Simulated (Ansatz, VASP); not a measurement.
Given: the input of a run of VASP 6.6.1 on Al2Pt.

INCAR

```
PREC = Accurate
ENCUT = 520
EDIFF = 1E-7
ISMEAR = -1
SIGMA = 0.05
LREAL = F
LASPH = T
NELM = 60
ALGO = Normal
ISIF = 2
LWAVE = F
LCHARG = F
GGA = PS
NBANDS = 15
```

Contents of KPOINTS:

```
regular mesh
0
Gamma
  8 8 8
```

POSCAR

```
Al2Pt
1.0
    0.0000000000      2.9550000000      2.9550000000
    2.9550000000      0.0000000000      2.9550000000
    2.9550000000      2.9550000000      0.0000000000
Pt Al
1 2
Direct
    0.0000000000      0.0000000000      0.0000000000
    0.7500000000      0.7500000000      0.7500000000
    0.2500000000      0.2500000000      0.2500000000
```

Potentials or basis: VASP PAW PBE potentials, release 64 (Pt, Al).

Launch:

```bash
$ cat potpaw_PBE.64/Pt/POTCAR potpaw_PBE.64/Al/POTCAR > POTCAR
$ mpirun -np 1 vasp_std > vasp.out
```

Task: Translate it to Ansatz 0.2.0. Potentials there: Ansatz PAW.

Result: As run (the cutoff follows the program's own potentials):

input.yaml

```yaml
crystal:
  lattice:
    - [0.0, 2.955, 2.955]
    - [2.955, 0.0, 2.955]
    - [2.955, 2.955, 0.0]
  atoms:
    - { symbol: Pt, position: [0.0, 0.0, 0.0] }
    - { symbol: Al, position: [0.75, 0.75, 0.75] }
    - { symbol: Al, position: [0.25, 0.25, 0.25] }
hamiltonian:
  xc: pbesol
  pseudopotentials: { kind: paw }
kpoints:
  mp_grid: { grid: [8, 8, 8] }
scf:
  occupations: { method: fermi_dirac, width: 0.05 }
output:
  forces: true
  stress: true
  eigenvalues: true
```

Potentials or basis: Ansatz PAW.

Command:

```bash
$ ansatz run input.yaml --threads 1 --pin off --max-ram 3584MiB --backend cpu --events-out ev --progress --plain --runs-dir out
```

Both were run:

|  | VASP | Ansatz | Ansatz less VASP |
| --- | --- | --- | --- |
| gap on the k mesh at the Fermi level (eV) | none | none | - |
| pressure (GPa) | -1.0 | -0.9 | +0.06 |

A gap of «none» marks a metal or a gap that the smearing closes. The two sets of potentials don't hold the same shells in valence.

Caveats: the PAW data sets were made with another functional, which shifts forces and pressure a little (VASP); the PAW data sets come from PBE, with cores solved anew for the run's functional, which leaves a small shift of forces and pressure (Ansatz). The runs have no spin-orbit coupling, so splittings on Pt are missing.
